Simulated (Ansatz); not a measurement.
# How much does P in Ru(0001), 2x2 scatter?

Aim: the resistance that P in Ru(0001), 2x2 adds to the host.

Main program and level: Ansatz 0.2.0; Ansatz plane-wave DFT, PBE, PAW files; ballistic transport by layer matching (Landauer), zero bias; PAW set soft_1, in the first sound run; inputs show where later runs differ.

## 1. The structure

The cell holds 64 atoms: 63 Ru and 1 P. Its edges and angles: a = 5.412 Å, b = 5.412 Å, c = 34.255 Å, α = 90.0°, β = 90.0°, γ = 120.0°. It derives from Ru. Regions: lead, 40 atoms (40 Ru); scattering region, 24 atoms (23 Ru and 1 P). The structure is stacked along c, and the current runs across the ab planes.

## 2. Transmission at ideal sites

The defect sits in one plane of the supercell, all atoms on ideal sites; the layers about the cell's end are the lead. The mesh across the current, 12×12, is finer than the density's, because channels open and close sharply across the zone. Energies from -0.1 to 0.1 eV in steps of 0.05 eV are too few for the program's thermal sum, so it prints no conductance; for a metal the transmission near the Fermi level serves, at a fraction of the cost.

input.yaml reads:

```yaml
crystal:
  lattice:
    - [5.4116, 0.0, 0.0]
    - [-2.7058, 4.6865830751, 0.0]
    - [0.0, 0.0, 34.2552]
  atoms:
    - { symbol: Ru, position: [0.1666666667, 0.3333333333, 0.03125] }
    - { symbol: Ru, position: [0.1666666667, 0.8333333333, 0.03125] }
    - { symbol: Ru, position: [0.6666666667, 0.3333333333, 0.03125] }
    - { symbol: Ru, position: [0.6666666667, 0.8333333333, 0.03125] }
    - { symbol: Ru, position: [0.3333333333, 0.1666666667, 0.09375] }
    - { symbol: Ru, position: [0.3333333333, 0.6666666667, 0.09375] }
    - { symbol: Ru, position: [0.8333333333, 0.1666666667, 0.09375] }
    - { symbol: Ru, position: [0.8333333333, 0.6666666667, 0.09375] }
    - { symbol: Ru, position: [0.1666666667, 0.3333333333, 0.15625] }
    - { symbol: Ru, position: [0.1666666667, 0.8333333333, 0.15625] }
    - { symbol: Ru, position: [0.6666666667, 0.3333333333, 0.15625] }
    - { symbol: Ru, position: [0.6666666667, 0.8333333333, 0.15625] }
    - { symbol: Ru, position: [0.3333333333, 0.1666666667, 0.21875] }
    - { symbol: Ru, position: [0.3333333333, 0.6666666667, 0.21875] }
    - { symbol: Ru, position: [0.8333333333, 0.1666666667, 0.21875] }
    - { symbol: Ru, position: [0.8333333333, 0.6666666667, 0.21875] }
    - { symbol: Ru, position: [0.1666666667, 0.3333333333, 0.28125] }
    - { symbol: Ru, position: [0.1666666667, 0.8333333333, 0.28125] }
    - { symbol: Ru, position: [0.6666666667, 0.3333333333, 0.28125] }
    - { symbol: Ru, position: [0.6666666667, 0.8333333333, 0.28125] }
    - { symbol: Ru, position: [0.3333333333, 0.1666666667, 0.34375] }
    - { symbol: Ru, position: [0.3333333333, 0.6666666667, 0.34375] }
    - { symbol: Ru, position: [0.8333333333, 0.1666666667, 0.34375] }
    - { symbol: Ru, position: [0.8333333333, 0.6666666667, 0.34375] }
    - { symbol: Ru, position: [0.1666666667, 0.3333333333, 0.40625] }
    - { symbol: Ru, position: [0.1666666667, 0.8333333333, 0.40625] }
    - { symbol: Ru, position: [0.6666666667, 0.3333333333, 0.40625] }
    - { symbol: Ru, position: [0.6666666667, 0.8333333333, 0.40625] }
    - { symbol: Ru, position: [0.3333333333, 0.1666666667, 0.46875] }
    - { symbol: Ru, position: [0.3333333333, 0.6666666667, 0.46875] }
    - { symbol: Ru, position: [0.8333333333, 0.1666666667, 0.46875] }
    - { symbol: Ru, position: [0.8333333333, 0.6666666667, 0.46875] }
    - { symbol: P, position: [0.1666666667, 0.3333333333, 0.53125] }
    - { symbol: Ru, position: [0.1666666667, 0.8333333333, 0.53125] }
    - { symbol: Ru, position: [0.6666666667, 0.3333333333, 0.53125] }
    - { symbol: Ru, position: [0.6666666667, 0.8333333333, 0.53125] }
    - { symbol: Ru, position: [0.3333333333, 0.1666666667, 0.59375] }
    - { symbol: Ru, position: [0.3333333333, 0.6666666667, 0.59375] }
    - { symbol: Ru, position: [0.8333333333, 0.1666666667, 0.59375] }
    - { symbol: Ru, position: [0.8333333333, 0.6666666667, 0.59375] }
    - { symbol: Ru, position: [0.1666666667, 0.3333333333, 0.65625] }
    - { symbol: Ru, position: [0.1666666667, 0.8333333333, 0.65625] }
    - { symbol: Ru, position: [0.6666666667, 0.3333333333, 0.65625] }
    - { symbol: Ru, position: [0.6666666667, 0.8333333333, 0.65625] }
    - { symbol: Ru, position: [0.3333333333, 0.1666666667, 0.71875] }
    - { symbol: Ru, position: [0.3333333333, 0.6666666667, 0.71875] }
    - { symbol: Ru, position: [0.8333333333, 0.1666666667, 0.71875] }
    - { symbol: Ru, position: [0.8333333333, 0.6666666667, 0.71875] }
    - { symbol: Ru, position: [0.1666666667, 0.3333333333, 0.78125] }
    - { symbol: Ru, position: [0.1666666667, 0.8333333333, 0.78125] }
    - { symbol: Ru, position: [0.6666666667, 0.3333333333, 0.78125] }
    - { symbol: Ru, position: [0.6666666667, 0.8333333333, 0.78125] }
    - { symbol: Ru, position: [0.3333333333, 0.1666666667, 0.84375] }
    - { symbol: Ru, position: [0.3333333333, 0.6666666667, 0.84375] }
    - { symbol: Ru, position: [0.8333333333, 0.1666666667, 0.84375] }
    - { symbol: Ru, position: [0.8333333333, 0.6666666667, 0.84375] }
    - { symbol: Ru, position: [0.1666666667, 0.3333333333, 0.90625] }
    - { symbol: Ru, position: [0.1666666667, 0.8333333333, 0.90625] }
    - { symbol: Ru, position: [0.6666666667, 0.3333333333, 0.90625] }
    - { symbol: Ru, position: [0.6666666667, 0.8333333333, 0.90625] }
    - { symbol: Ru, position: [0.3333333333, 0.1666666667, 0.96875] }
    - { symbol: Ru, position: [0.3333333333, 0.6666666667, 0.96875] }
    - { symbol: Ru, position: [0.8333333333, 0.1666666667, 0.96875] }
    - { symbol: Ru, position: [0.8333333333, 0.6666666667, 0.96875] }
kpoints:
  mp_grid: { grid: [5, 5, 1] }
hamiltonian:
  xc: pbe
  pseudopotentials: { kind: paw, azcp: { folder: soft_1 } }
scf:
  occupations: { method: fermi_dirac, width: 0.1 }
output:
  transmission: { leads: [[0, 8]], kmesh: [12, 12], e_range: [-0.1, 0.1], de: 0.05 }
  write_potential: true
  write_density: true
  volumetric_format: npy
  elf: true
```

Launch:

```sh
$ ansatz run input.yaml --threads 4 --pin off --max-ram 15360MiB --backend cpu --events-out ev --progress --plain --runs-dir out
```

Numbers of over 12 decimals in the logs are rounded to 6 here.

Output:

```text
Engine: ansatz 0.2.0, aarch64-unknown-linux-gnu
Pseudopotentials: kind: paw
Pseudopotential: Ru, paw, valence charge 16, recommended cutoff 420 eV (normal), soft_1/Ru.paw.azcp
Pseudopotential: P, paw, valence charge 5, recommended cutoff 420 eV (normal), soft_1/P.paw.azcp
Functional definition: PBE
  parameter kappa = 0.804
  parameter beta = 0.066725
  exchange = pbe_x(kappa = kappa, mu = beta*pi^2/3)
  correlation = pbe_c(beta = beta)
Crystal: 64 atoms, lattice volume = 868.777 Å³
Basis set: ecut = 420 eV, 16909 PW (Γ)
Bands: 608, of which v1, the nominal top of the filled ones, is band 507 counted from 1 (506 counted from 0)
Symmetry: 12 space group operations
Space group: P-6m2 (ITA 187), of the structure as read, at distance tolerance 9.5e-5 Å
k-points: 5 of 25 (time reversal used)
Non-local potential: Ru, projectors of the file, l = 0: 3, l = 1: 2, l = 2: 2, l = 3: 1
Non-local potential: P, projectors of the file, l = 0: 2, l = 1: 2, l = 2: 1
PAW form: soft (Blöchl's): semilocal exchange-correlation on the pseudo side does not see the compensation charge
PAW one-centre angular grid: Ru, 590 points (default); XC on 64 Gauss nodes
PAW one-centre angular grid: P, 110 points (default); XC on 64 Gauss nodes
Initial density: superposition of atomic densities (chi_scale 0.1, normalization cell, long waves kept (reshape's long-wave potential 0.03 eV rms))
Initial wavefunctions: pseudopotential atomic-orbital guess
Functional: x = pbe(κ = 0.804, μ = 0.219515), c = pbe(β = 0.066725)
SCF iter   1: F=—  HF=-371154.334569 eV  |F-HF|=—  |Δ(HF+E_count)|=         —  Δρ=1.20e-1  dr2=1.24e2  ethr=3.10e-3  ⟨swp⟩=5.0  Hψ=9933  notcnv=0  defer=2
preconditioner: auto → Kerker (q_TF=auto, 2.799 Å⁻¹)  [metal: Δε(μ)=0.024 eV  Ē_g=5.279 eV  σ=0.100 eV  W_gap=0.06  n_scr=348 (ndim 8)  ℏωp=28.4 eV  f_vac=0.000  D(μ)=55.93/eV (n_scr^D=546)]
SCF iter   2: F=—  HF=-371123.701836 eV  |F-HF|=—  |Δ(HF+E_count)|=    3.06e1  Δρ=5.79e-2  dr2=2.81e1  ethr=3.10e-3  ⟨swp⟩=2.4  Hψ=5938  notcnv=0  defer=34
SCF iter   3: F=—  HF=-371115.649648 eV  |F-HF|=—  |Δ(HF+E_count)|=    8.05e0  Δρ=9.46e-3  dr2=4.75e-1  ethr=2.77e-3  ⟨swp⟩=2.0  Hψ=4706  notcnv=0  defer=34
SCF iter   4: F=—  HF=-371115.713488 eV  |F-HF|=—  |Δ(HF+E_count)|=   6.38e-2  Δρ=1.32e-3  dr2=2.23e-2  ethr=4.69e-5  ⟨swp⟩=2.2  Hψ=5479  notcnv=0  defer=34
SCF iter   5: F=—  HF=-371115.713092 eV  |F-HF|=—  |Δ(HF+E_count)|=   3.96e-4  Δρ=2.92e-4  dr2=4.54e-3  ethr=2.20e-6  ⟨swp⟩=2.0  Hψ=4052  notcnv=0  defer=34
SCF iter   6: F=—  HF=-371115.713055 eV  |F-HF|=—  |Δ(HF+E_count)|=   3.69e-5  Δρ=7.25e-5  dr2=2.98e-4  ethr=4.48e-7  ⟨swp⟩=1.4  Hψ=3003  notcnv=0  defer=34
SCF iter   7: F=—  HF=-371115.713067 eV  |F-HF|=—  |Δ(HF+E_count)|=   1.26e-5  Δρ=2.24e-5  dr2=3.80e-5  ethr=2.94e-8  ⟨swp⟩=1.8  Hψ=3416  notcnv=0  defer=34
SCF iter   8: F=—  HF=-371115.715395 eV  |F-HF|=—  |Δ(HF+E_count)|=   2.33e-3  Δρ=4.74e-6  dr2=4.41e-7  ethr=3.75e-9  ⟨swp⟩=1.0  Hψ=3000  notcnv=0  defer=34
SCF iter   9: F=—  HF=-371115.715395 eV  |F-HF|=—  |Δ(HF+E_count)|=   1.48e-8  Δρ=1.46e-6  dr2=1.91e-7  ethr=9.87e-12  ⟨swp⟩=8.2  Hψ=7432  notcnv=0
SCF iter  10: F=-371115.715395 eV  HF=-371115.715395 eV  |F-HF|=2.27e-8  |Δ(HF+E_count)|=   1.40e-9  Δρ=3.50e-7  dr2=2.31e-8  ethr=9.87e-12  ⟨swp⟩=2.0  Hψ=4365  notcnv=0
SCF 1 converged in 10 iterations: F = -371115.715395 eV  dr2 = 2.31e-8
  greatest PAW one-centre occupation: 1.000 electrons in one spin orbital (limit 2), on the Ru atom at site 39 (counted from 0), in its partial waves of l = 0
transmission: 120 of 1197 steps passed
transmission: 240 of 1197 steps passed
[...]
transmission: 1197 of 1197 steps passed
SCF converged after 10 iterations
Free energy (F): -371115.715395 eV
Harris-Foulkes:  -371115.715395 eV  (|F-HF|=2.27e-8)
Internal energy: -371113.608829 eV  (E = F + TS)
E sigma→0 (E₀):  -371114.662112 eV
Entropy (-TS):   -2.106567 eV (-32.915 meV/atom)
Fermi energy:    23.191766 eV
--- Per-component energies (eV) ---
  E_band       = -3617.556184
  E_kinetic    = 29080.547782
  E_local      = -83113.844421  (includes V_loc(G=0)·N_el)
  E_nonlocal   = 26023.187143
  E_hartree    = 28021.300726
  E_xc         = -10792.880981
  E_vxc        = -13618.699445  (∫ρ·V_xc dr)
  E_paw        = -221155.233479  (= ΣΔE_a)
  E_vpaw       = -18031.375869  (= ΣTr[D̂ρ^β])
  E_aug_tail   = 0.039371  (compensation charges beyond the density's cutoff)
  E_ewald      = -139176.724970
  E_smearing   = -2.106567  (= −TS)
  E_closure    = 0.000000  (closes the sum)
  Σ components = -371115.715395   (vs F -371115.715395, Δ=0.00e0)
--- Band table (eV; the first three rows and the last of 5) ---
  k-point 0: bands = [... 503 lower, 23.9453, 23.9574, 23.9647, 23.9647, 23.9864, 24.0545, 24.0545, 24.1292, ... 97 higher]
  k-point 1: bands = [... 503 lower, 23.4570, 23.5090, 23.6811, 23.6926, 23.7235, 23.7279, 23.7282, 23.7353, ... 97 higher]
  k-point 2: bands = [... 503 lower, 22.9177, 22.9452, 22.9853, 23.0221, 23.0318, 23.1460, 23.1470, 23.2325, ... 97 higher]
  k-point 4: bands = [... 503 lower, 22.8313, 22.8621, 22.8752, 22.9565, 23.0559, 23.0867, 23.1609, 23.1894, ... 97 higher]
--- Transmission ---
  basis      : 223 plane waves across, 63 finite elements along
  points     : 19, standing for a mesh of 12 x 12
  energies   : 5 from -0.100000 to 0.100000 eV about the Fermi level, 0.050000 eV apart; the leads are filled to 0.000000 eV, and channels, transmission and decay are at 0.000000 eV
  crystal 0  : Ru8, at the sites [0, 8], period 4.2819 Å, over 32.11 Å; its Hamiltonian steps by up to 2.6 meV
    offset         : up to 0.0000 Å between an atom of the period and one for which it stands
    channels       : 5.930556e0 a spin
    conductance    : none, the energies end too early or step too widely for 300 K: set another output.transmission.e_range or a lower de, or, where they end at an eighth of basis.ecutwfc, a higher one
  junction   : crystal 0 to crystal 0, 1.44 to 31.42 Å
    transmission   : 3.349118e0 a spin
    conductance    : none, the energies end too early or step too widely for 300 K: set another output.transmission.e_range or a lower de, or, where they end at an eighth of basis.ecutwfc, a higher one
```

It took 7.1 min on 4 threads of Arm Neoverse V1, shared host; peak memory 8 GiB; 25 min of CPU time.

This run has no spin polarisation although its electron count is odd.

This step gave:

```
free energy                                    : -371115.7154 eV
energy at zero smearing                        : -371114.6621 eV
Fermi energy                                   : 23.19 eV
cell area                                      : 25.36 Å²
transmission per spin nearest the Fermi level  : 3.349
open channels per spin nearest the Fermi level : 5.931
step of the lead's potential                   : 2.6 meV
```

Per spin. Table of transmission, zone mean by energy, zero at the Fermi level:

```csv
energy (eV),"transmission, zone mean"
-0.1000,3.35
-0.0500,3.45
0.0000,3.35
0.0500,3.28
0.1000,3.12
```

Per spin. The open channels, zone mean, lead by energy, zero at the Fermi level:

```csv
energy (eV),"open channels, zone mean, lead"
-0.1000,5.64
-0.0500,6.01
0.0000,5.93
0.0500,5.81
0.1000,5.22
```

Transmission over k1 and k2. At 0.0000 eV from the Fermi level.

Values, 12 rows by 12 columns:
```
3.23 4.16 2.69 2.04 2.04 2.69 4.16 3.23 2.78 2.18 2.18 2.78
2.20 2.69 3.18 2.90 2.64 2.90 3.18 2.69 2.20 2.18 1.28 2.18
2.07 2.04 2.90 4.25 3.72 3.72 4.25 2.90 2.04 2.07 2.18 2.18
2.20 2.04 2.64 3.72 4.65 6.82 4.65 3.72 2.64 2.04 2.20 2.78
3.23 2.69 2.90 3.72 6.82 8.01 8.01 6.82 3.72 2.90 2.69 3.23
4.15 4.16 3.18 4.25 4.65 8.01 8.35 8.01 4.65 4.25 3.18 4.16
3.23 3.23 2.69 2.90 3.72 6.82 8.01 8.01 6.82 3.72 2.90 2.69
2.20 2.78 2.20 2.04 2.64 3.72 4.65 6.82 4.65 3.72 2.64 2.04
2.07 2.18 2.18 2.07 2.04 2.90 4.25 3.72 3.72 4.25 2.90 2.04
2.20 2.18 1.28 2.18 2.20 2.69 3.18 2.90 2.64 2.90 3.18 2.69
3.23 2.78 2.18 2.18 2.78 3.23 4.16 2.69 2.04 2.04 2.69 4.16
4.15 3.23 2.20 2.07 2.20 3.23 4.15 3.23 2.20 2.07 2.20 3.23
```
Columns: k1 (b1) from -0.5 to 0.417; rows upwards: k2 (b2) from -0.5 to 0.417.

Open channels over k1 and k2. At 0.0000 eV from the Fermi level.

Values, 12 rows by 12 columns:
```
 6.0  7.0  5.0  4.0  4.0  5.0  7.0  6.0  7.0  5.0  5.0  7.0
 4.0  5.0  5.0  5.0  5.0  5.0  5.0  5.0  4.0  5.0  4.0  5.0
 3.0  4.0  5.0  7.0  7.0  7.0  7.0  5.0  4.0  3.0  5.0  5.0
 4.0  4.0  5.0  7.0  7.0 11.0  7.0  7.0  5.0  4.0  4.0  7.0
 6.0  5.0  5.0  7.0 11.0 12.0 12.0 11.0  7.0  5.0  5.0  6.0
 6.0  7.0  5.0  7.0  7.0 12.0 12.0 12.0  7.0  7.0  5.0  7.0
 6.0  6.0  5.0  5.0  7.0 11.0 12.0 12.0 11.0  7.0  5.0  5.0
 4.0  7.0  4.0  4.0  5.0  7.0  7.0 11.0  7.0  7.0  5.0  4.0
 3.0  5.0  5.0  3.0  4.0  5.0  7.0  7.0  7.0  7.0  5.0  4.0
 4.0  5.0  4.0  5.0  4.0  5.0  5.0  5.0  5.0  5.0  5.0  5.0
 6.0  7.0  5.0  5.0  7.0  6.0  7.0  5.0  4.0  4.0  5.0  7.0
 6.0  6.0  4.0  3.0  4.0  6.0  6.0  6.0  4.0  3.0  4.0  6.0
```
Columns: k1 (b1) from -0.5 to 0.417; rows upwards: k2 (b2) from -0.5 to 0.417.

Valence density in the ca plane at fractional y = 0.333, with atoms of Ru and P within 0.2 Å of it. It is the smooth field of the valence electrons, not physical close to the nuclei.

Values in units of 1e0 e/Å³, 8 rows by 16 columns, each cell a mean:
```
0.4 0.3 1.2 0.8 0.4 0.4 0.8 1.2 0.3 0.4 0.5 1.5 0.4 0.4 0.4 1.5
2.6 1.1 0.6 0.5 1.8 1.9 0.5 0.6 1.1 2.6 0.5 0.7 0.6 2.9 0.6 0.7
7.9 3.3 0.3 0.4 5.5 5.8 0.4 0.3 3.1 8.0 0.6 0.3 1.4 8.9 1.4 0.3
2.9 1.3 0.5 0.5 2.1 2.2 0.5 0.5 1.2 3.0 0.5 0.6 0.7 3.3 0.7 0.6
0.4 0.3 1.2 0.8 0.4 0.4 0.8 1.2 0.3 0.4 0.5 1.5 0.4 0.4 0.4 1.5
2.6 1.1 0.6 0.5 1.8 1.9 0.5 0.6 0.4 0.5 0.4 0.7 0.6 2.9 0.6 0.7
7.9 3.3 0.3 0.4 5.5 5.8 0.4 0.3 0.5 0.4 0.4 0.3 1.4 8.9 1.4 0.3
2.9 1.3 0.5 0.5 2.1 2.2 0.5 0.5 0.5 0.5 0.4 0.6 0.7 3.3 0.7 0.6
```
Columns run along c (16.0 Å, from fractional 0.27 to 0.73 of the cell), rows up along a (5.4 Å). Atoms in or near the plane, at fractional coordinates: Ru at (0.28, 0.17), Ru at (0.28, 0.67), Ru at (0.41, 0.17), Ru at (0.41, 0.67), P at (0.53, 0.17), Ru at (0.53, 0.67), Ru at (0.66, 0.17), Ru at (0.66, 0.67).

Electrostatic potential energy in the ca plane at fractional y = 0.333, with atoms of Ru and P within 0.2 Å of it. With pseudopotentials it is smooth inside the atoms' cores, unlike the true potential.

Values in eV, 8 rows by 16 columns, each cell a mean:
```
 20  22   3  10  21  21  11   2  22  21  17  -3  21  20  21  -3
-14   7  15  18  -3  -5  18  15   7 -14  19  13  16 -18  15  13
-57 -19  23  22 -39 -41  22  23 -17 -58  16  23   3 -65   3  23
-18   4  17  19  -7  -8  19  17   5 -18  19  16  15 -23  15  15
 20  22   3  10  21  21  11   2  22  21  17  -3  21  20  21  -3
-14   7  15  18  -3  -5  18  15  13  -1  19  13  16 -18  15  13
-57 -19  23  22 -39 -41  22  23  -2 -23  19  23   3 -65   3  23
-18   4  17  19  -7  -8  19  17  12  -3  20  15  15 -23  15  15
```
Columns run along c (16.0 Å, from fractional 0.27 to 0.73 of the cell; values clipped at the 3rd and 97th percentile), rows up along a (5.4 Å). Atoms in or near the plane, at fractional coordinates: Ru at (0.28, 0.17), Ru at (0.28, 0.67), Ru at (0.41, 0.17), Ru at (0.41, 0.67), P at (0.53, 0.17), Ru at (0.53, 0.67), Ru at (0.66, 0.17), Ru at (0.66, 0.67).

ELF in the ca plane at fractional y = 0.333, with atoms of Ru and P within 0.2 Å of it. It is the smooth field of the valence electrons, not physical close to the nuclei.

Values, 8 rows by 16 columns, each cell a mean:
```
0.27 0.27 0.34 0.30 0.28 0.28 0.29 0.35 0.29 0.36 0.25 0.39 0.26 0.27 0.26 0.39
0.43 0.34 0.28 0.28 0.38 0.39 0.28 0.29 0.33 0.44 0.28 0.29 0.29 0.46 0.29 0.29
0.55 0.43 0.30 0.29 0.50 0.50 0.29 0.30 0.43 0.55 0.31 0.29 0.35 0.57 0.35 0.29
0.45 0.34 0.28 0.28 0.39 0.40 0.27 0.28 0.34 0.46 0.28 0.27 0.30 0.48 0.30 0.27
0.27 0.27 0.34 0.30 0.28 0.28 0.29 0.35 0.28 0.35 0.25 0.39 0.26 0.27 0.26 0.39
0.43 0.34 0.28 0.28 0.38 0.39 0.28 0.27 0.54 0.61 0.35 0.29 0.30 0.46 0.29 0.29
0.55 0.43 0.30 0.29 0.50 0.50 0.29 0.30 0.55 0.23 0.50 0.28 0.35 0.57 0.36 0.29
0.45 0.34 0.28 0.28 0.39 0.40 0.28 0.26 0.55 0.59 0.36 0.27 0.30 0.47 0.30 0.27
```
Columns run along c (16.0 Å, from fractional 0.27 to 0.73 of the cell), rows up along a (5.4 Å). Atoms in or near the plane, at fractional coordinates: Ru at (0.28, 0.17), Ru at (0.28, 0.67), Ru at (0.41, 0.17), Ru at (0.41, 0.67), P at (0.53, 0.17), Ru at (0.53, 0.67), Ru at (0.66, 0.17), Ru at (0.66, 0.67).

Over the solved energies the transmission per spin lies between 3.12 and 3.45, out of 5.72 channels of the lead on average (up to 6.01).

## 3. Resistance at ideal sites

This step: Ansatz plane-wave DFT, PBE, PAW files; ballistic transport by layer matching (Landauer), zero bias; area resistance of the defect plane and resistivity an atomic per cent; PAW set soft_1 (Ansatz 0.2.0).

This step gave:

| Item | Value |
| --- | --- |
| area resistance | 0.4209 fΩ m² |
| T over the leads' mean channel count | 0.5679 |
| resistivity per at.% scaled from this dense plane, with the factor 3/4 for isotropic scattering | 5.898 µΩ cm |

Averaged over the energies near the Fermi level, 56.8 % of the channels pass, which makes 0.421 fΩ m².

By hand, with T and the leads' channels N averaged over the energies near the Fermi level: RA = A (h/2e²)(1/T − 1/N) = 25.36×10⁻²⁰ m² × 12 906 Ω × (1/3.360 − 1/5.917) = 0.421 fΩ m². Per atomic per cent: RA × A / V_atom × 0.01 × 3/4 = 5.90 µΩ cm, with the host's V_atom = 13.57 Å³.

[end of part 1 of 3]

[Logs are printed without paths, hosts, clocks, repeated set-up lines and the standing remarks that a program may print on its own settings, such as how far it seeks lower states.]

[Hosts, paths, dates, database ids (printed as entryN), source tags and the programs' standing remarks are cut or masked in the printed files.]
